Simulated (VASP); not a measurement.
# Ga (P6/mmm) in VASP: a series of runs, part 2 of 2

VASP 6.6.1. Earlier steps stand in the parts before.

### Step 3. Single point, BLYP

This run uses another cell than the first one, of 21.38 Å³/atom, 0.960 times its volume.

File INCAR:

```
PREC     = Accurate       # precision mode
ENCUT    = 520            # plane-wave cutoff, eV
EDIFF    = 1E-6           # SCF threshold, eV
ISMEAR   = -1             # smearing method
SIGMA    = 0.1            # smearing width, eV
LREAL    = F              # projectors in reciprocal space
LASPH    = T              # aspherical terms in the spheres
NELM     = 60             # most SCF steps
ALGO     = Normal         # electronic algorithm
ISIF     = 2              # what is computed and relaxed
LWAVE    = F              # write WAVECAR
LCHARG   = F              # write CHGCAR
GGA      = B5             # functional
ALDAX    = 1.0          
AGGAX    = 1.0          
AGGAC    = 1.0          
ALDAC    = 0.0          
NBANDS   = 26             # bands
```

File KPOINTS:

```
Automatic mesh
0
Gamma
  9 9 11
```

File POSCAR:

```
Ga
1.0
    4.7868976105      0.0000000000      0.0000000000
   -2.3934488053      4.1455749360      0.0000000000
    0.0000000000      0.0000000000      3.2314667654
Ga
3
Direct
    1.0000000000      1.0000000000      0.0000000000
    0.3333333333      0.6666666667      0.5000000000
    0.6666666667      0.3333333333      0.5000000000
```

Potentials or basis: VASP PAW PBE potentials, release 64 (Ga_d).

On the command line:

```console
cat potpaw_PBE.64/Ga_d/POTCAR > POTCAR
mpirun -np 1 vasp_std > vasp.out
```

OUTCAR:

```text
PREC = Accurate
   ENCUT = 520
   EDIFF = 1E-6
   ISMEAR = -1
   LREAL = F
   LASPH = T
   NELM = 60
   ISIF = 2
   GGA = B5

 ion  position               nearest neighbor table
   1  0.000  0.000  0.000-
   2  0.333  0.667  0.500-   3 2.76   3 2.76   3 2.76
   3  0.667  0.333  0.500-   2 2.76   2 2.76   2 2.76

  LATTYP: Found a hexagonal cell.
 ALAT       =     4.7868976105
 C/A-ratio  =     0.6750649436

  Lattice vectors:

 A1 = (   4.7868976105,   0.0000000000,   0.0000000000)
 A2 = (  -2.3934488053,   4.1455749360,   0.0000000000)
 A3 = (   0.0000000000,   0.0000000000,   3.2314667654)

Analysis of symmetry for initial positions (statically):
=====================================================================
 Subroutine PRICEL returns:
 Original cell was already a primitive cell.

 Routine SETGRP: Setting up the symmetry group for a
 hexagonal supercell.

 Subroutine GETGRP returns: Found 24 space group operations
 (whereof 24 operations were pure point group operations)
 out of a pool of 24 trial point group operations.

The static configuration has the point symmetry D_6h.

Analysis of symmetry for dynamics (positions and initial velocities):
=====================================================================
 Subroutine PRICEL returns:
 Original cell was already a primitive cell.

 Routine SETGRP: Setting up the symmetry group for a
 hexagonal supercell.

 Subroutine GETGRP returns: Found 24 space group operations
 (whereof 24 operations were pure point group operations)
 out of a pool of 24 trial point group operations.

The dynamic configuration has the point symmetry D_6h.

 Subroutine INISYM returns: Found 24 space group operations
 (whereof 24 operations are pure point group operations),
 and found     1 'primitive' translations

----------------------------------------------------------------------------------------

                                     Primitive cell

  volume of cell :      64.1267

  direct lattice vectors                    reciprocal lattice vectors
     4.786897610  0.000000000  0.000000000     0.208903570  0.120610532  0.000000000
    -2.393448805  4.145574936  0.000000000     0.000000000  0.241221065  0.000000000
     0.000000000  0.000000000  3.231466765     0.000000000  0.000000000  0.309456997

  length of vectors
     4.786897610  4.786897611  3.231466765     0.241221065  0.241221065  0.309456997

  position of ions in fractional coordinates (direct lattice)
     0.000000000  0.000000000  0.000000000
     0.333333333  0.666666667  0.500000000
     0.666666667  0.333333333  0.500000000

  ion indices of the primitive-cell ions
   primitive index   ion index
                 1           1
                 2           2
                 3           3

----------------------------------------------------------------------------------------

 KPOINTS: Automatic mesh

Automatic generation of k-mesh.
 Grid dimensions read from file:
 generate k-points for:    9    9   11

 Generating k-lattice:

  Cartesian coordinates                     Fractional coordinates (reciprocal lattice)
     0.023211508  0.013401170  0.000000000     0.111111111  0.000000000  0.000000000
     0.000000000  0.026802341  0.000000000     0.000000000  0.111111111  0.000000000
     0.000000000  0.000000000  0.028132454     0.000000000  0.000000000  0.090909091

  Length of vectors
     0.026802341  0.026802341  0.028132454

  Shift w.r.t. Gamma in fractional coordinates (k-lattice)
     0.000000000  0.000000000  0.000000000

 Subroutine IBZKPT returns following result:
 ===========================================

 Found     72 irreducible k-points:

 Following reciprocal coordinates:
            Coordinates               Weight
  0.000000  0.000000  0.000000      1.000000
  0.111111  0.000000  0.000000      6.000000
  0.222222  0.000000  0.000000      6.000000
  0.333333  0.000000  0.000000      6.000000
  0.444444  0.000000  0.000000      6.000000
  0.111111  0.111111  0.000000      6.000000
[... 16 lines left out ...]
  0.333333  0.222222  0.090909     24.000000
  0.333333  0.333333  0.090909      4.000000
 [... further k-points ...]
   k-points           NKPTS =     72   k-points in BZ     NKDIM =     72   number of bands    NBANDS=     26
   number of dos      NEDOS =    301   number of ions     NIONS =      3
   total plane-waves  NPLWV =  31104
   dimension x,y,z NGX =    36 NGY =   36 NGZ =   24
   dimension x,y,z NGXF=    72 NGYF=   72 NGZF=   48
   ions per type =               3
   NGX,Y,Z   is equivalent  to a cutoff of  12.50, 12.50, 12.35 a.u.
   NGXF,Y,Z  is equivalent  to a cutoff of  25.01, 25.01, 24.69 a.u.
 SYSTEM =  unknown system
   PREC   = accura    normal or accurate (medium, high low for compatibility)
   ISTART =      0    job   : 0-new  1-cont  2-samecut
   ICHARG =      2    charge: 1-file 2-atom 10-const
   ISPIN  =      1    spin polarized calculation?
   LNONCOLLINEAR =      F non collinear calculations
   LSORBIT =      F    spin-orbit coupling
   LASPH  =      T    aspherical Exc in radial PAW
   ENCUT  =  520.0 eV  38.22 Ry    6.18 a.u.   8.90  8.90  6.01*2*pi/ulx,y,z
   NELM   =     60;   NELMIN=  2; NELMDL= -5     # of ELM steps
   EDIFF  = 0.1E-05   stopping-criterion for ELM
   LREAL  =      F    real-space projection
   EDIFFG = 0.1E-04   stopping-criterion for IOM
   NSW    =      0    number of steps for IOM
   IBRION =     -1    ionic relax: 0-MD 1-quasi-New 2-CG
   NFREE  =      0    steps in history (QN), initial steepest desc. (CG)
   ISIF   =      2    stress and relaxation
   ISYM   =      2    0-nonsym 1-usesym 2-fastsym
   POTIM  = 0.5000    time-step for ionic-motion
   TEBEG  =    0.0;   TEEND  =   0.0 temperature during run
   PSTRESS=    0.0 pullay stress
   NELECT =      39.0000    total number of electrons
   NUPDOWN=      -1.0000    fix difference up-down
   EMIN   =  10.00;   EMAX   =-10.00  energy-range for DOS
   EFERMI =   0.00;   METHOD = LEGACY
   ISMEAR =    -1;   SIGMA  =   0.10  broadening in eV -4-tet -1-fermi 0-gaus
   EFERMI_NEDOS =   21; number of points for ismear=-14 and -15
   IALGO  =     38    algorithm
   IMIX   =      4    mixing-type and parameters
     AMIX     =   0.40;   BMIX     =  1.00
     AMIX_MAG =   1.60;   BMIX_MAG =  1.00
  volume/ion in A,a.u.               =      21.38       144.25
  Fermi-wavevector in a.u.,A,eV,Ry     =   1.387022  2.621092 26.175315  1.923831
  Thomas-Fermi vector in A             =   2.511283
   LORBIT       =      0    0 simple, 1 ext, 2 COOP (PROOUT), +10 PAW based schemes
   GGA     = B5    functional components
   LHFCALC =     F    Hartree Fock is set to
   AEXX    =    0.0000 exact exchange contribution
   IVDW    =     0    specifies the selected vdW correction
   LEPSILON=     F    determine dielectric tensor
   LRPA    =     F    only Hartree local field effects (RPA)
 non-spin polarized calculation
  energy-cutoff  :      520.00
  volume of cell :       64.13
 maximum number of plane-waves:      1743
 NGX is ok and might be reduce to    36
   NGX = 17   NGY = 17   NGZ = 13

 number of electron      38.9999996 magnetization

 Free energy of the ion-electron system (eV)
  ---------------------------------------------------
  ext. energy  EPLUGINS =         0.00000000
  ---------------------------------------------------
  free energy    TOTEN  =        -6.33290644 eV

  energy without entropy =       -6.28515658  energy(sigma->0) =       -6.30903151

 E-fermi :   4.9330     XC(G=0):  -9.8332

 val. band max:        4.9231373060   @ k =   0.4444   0.1111   0.4545
 cond. band min:       4.9345553418   @ k =   0.3333   0.3333   0.2727
 fundamental gap:      0.0114180358
 Fermi energy:         4.9329917884

 k-point     1 :       0.0000    0.0000    0.0000
  band No.  band energies     occupation
      1     -10.1534      2.00000
      2     -10.0225      2.00000
      3     -10.0225      2.00000
      4      -9.9986      2.00000
      5      -9.9986      2.00000
      6      -9.9980      2.00000
[... 18 lines left out ...]
     25      14.5397      0.00000
     26      14.5838      0.00000
[... 644 lines left out ...]
      4     -10.0267      2.00000
      5     -10.0013      2.00000
      6     -10.0013      2.00000
[... 18 lines left out ...]
     25      13.0707      0.00000
     26      13.0707      0.00000

 [... further k-points ...]

------------------------ aborting loop because EDIFF is reached ----------------------------------------

  FORCE on cell =-STRESS in cart. coord.  units (eV):
  Direction    XX          YY          ZZ          XY          YZ          ZX
  --------------------------------------------------------------------------------------
  -------------------------------------------------------------------------------------
  Total        0.7531887      0.7531887      0.4489518     -0.0000000     -0.0000000      0.0000000
  in kB       18.8181005     18.8181005     11.2168699     -0.0000000     -0.0000000      0.0000000
  external PRESSURE =      16.2843570 kB  Pullay stress =       0.0000000 kB

 VOLUME and BASIS-vectors are now :
 -----------------------------------------------------------------------------
  energy-cutoff  :      520.00
  volume of cell :       64.13
      direct lattice vectors                 reciprocal lattice vectors
     4.786897610  0.000000000  0.000000000     0.208903570  0.120610532  0.000000000
    -2.393448805  4.145574936  0.000000000     0.000000000  0.241221065  0.000000000
     0.000000000  0.000000000  3.231466765     0.000000000  0.000000000  0.309456997

 POSITION                                       TOTAL-FORCE (eV/Angst)
 -----------------------------------------------------------------------------------
      0.00000      0.00000      0.00000         0.000000      0.000000     -0.000000
     -0.00000      2.76372      1.61573        -0.000000     -0.000000      0.000000
      2.39345      1.38186      1.61573         0.000000      0.000000     -0.000000
 -----------------------------------------------------------------------------------
    total drift:                                0.000000      0.000000     -0.000000

  FREE ENERGIE OF THE ION-ELECTRON SYSTEM (eV)
  ---------------------------------------------------
  free  energy   TOTEN  =        -6.3329064442 eV

  energy  without entropy=       -6.2851565840  energy(sigma->0) =       -6.30903151
```

It took 78 s on 1 thread of AMD EPYC 9R45 (Zen 5), shared host; peak memory 0.2 GiB.

Results:

```
Free energy            : -6.3329 eV
Pressure               : 1.6 GPa
Band gap on the k mesh : none (metal or under the smearing width)
```

Stress tensor (GPa, compression positive):
```
1.88 0.00 0.00
0.00 1.88 0.00
0.00 0.00 1.12
```

Levels at points of the mesh, in eV from the Fermi level:
```tsv
k point	band 15	band 16	band 17	band 18	band 19	band 20	band 21	band 22	band 23	band 24
(0.00, 0.00, 0.00)	-14.79	-10.21	-2.83	-2.38	-0.71	-0.71	-0.44	-0.44	3.45	7.29
```

Caveat: the PAW data sets were made with another functional, which shifts forces and pressure a little.

### Step 4. Single point, BLYP

This run uses another cell than the first one, of 20.48 Å³/atom, 0.920 times its volume.

File INCAR:

```
SYSTEM = Ga
PREC = Accurate ; ENCUT = 520
EDIFF = 1E-7 ; ISMEAR = -1
SIGMA = 0.1 ; LREAL = .FALSE.
LASPH = .TRUE. ; NELM = 80
ALGO = Normal ; ISIF = 2
LWAVE = .FALSE. ; LCHARG = .FALSE.
GGA = B5 ; ALDAX = 1.0
AGGAX = 1.0 ; AGGAC = 1.0
ALDAC = 0.0 ; NBANDS = 26
```

File KPOINTS:

```
Automatic mesh
0
G
  9 9 11
  0 0 0
```

File POSCAR:

```
Ga
1.0
    4.7194675356      0.0000000000      0.0000000000
   -2.3597337678      4.0871787781      0.0000000000
    0.0000000000      0.0000000000      3.1859470856
Ga
3
Direct
    1.0000000000      1.0000000000      0.0000000000
    0.3333333333      0.6666666667      0.5000000000
    0.6666666667      0.3333333333      0.5000000000
```

On the command line:

```console
cat potpaw_PBE.64/Ga_d/POTCAR > POTCAR
mpirun -np 1 vasp_std > vasp.out
```

It took 82 s on 1 thread of AMD EPYC 9R45 (Zen 5), shared host; peak memory 0.2 GiB.

The run converged. Its results:

* Free energy: -6.2963 eV
* Pressure: 3.0 GPa
* Band gap on the k mesh: none (metal or under the smearing width)

Stress tensor (GPa, compression positive):
```
3.44 0.00 0.00
0.00 3.44 0.00
0.00 0.00 2.21
```

Levels at points of the mesh, in eV from the Fermi level:
```
           k point  band 17  band 18  band 19  band 20  band 21  band 22
(0.00, 0.00, 0.00)    -2.72    -2.27    -0.78    -0.78    -0.52    -0.52
```

Caveat: the PAW data sets were made with another functional, which shifts forces and pressure a little.

### Step 5. Summary

| cell | k mesh | gap on the mesh (eV) | pressure (GPa) |
| --- | --- | --- | --- |
| P6/mmm, 22.27 Å³/atom | 10 × 10 × 13 | none | 0.3 |
| P6/mmm, 21.38 Å³/atom | 9 × 9 × 11 | none | 1.6 |
| P6/mmm, 20.48 Å³/atom | 9 × 9 × 11 | none | 3.0 |

Alike in all rows: task single point; level BLYP; potentials or basis VASP PAW PBE potentials, release 64 (Ga_d); no spin polarisation; cutoff (eV) 520; smearing fermi-dirac 0.1 eV.

Every run on the cell as given and a fine mesh finds a metal.

Caveats: the PAW data sets were made with another functional, which shifts forces and pressure a little.

Absolute energies hang on the potentials; compare differences alone.
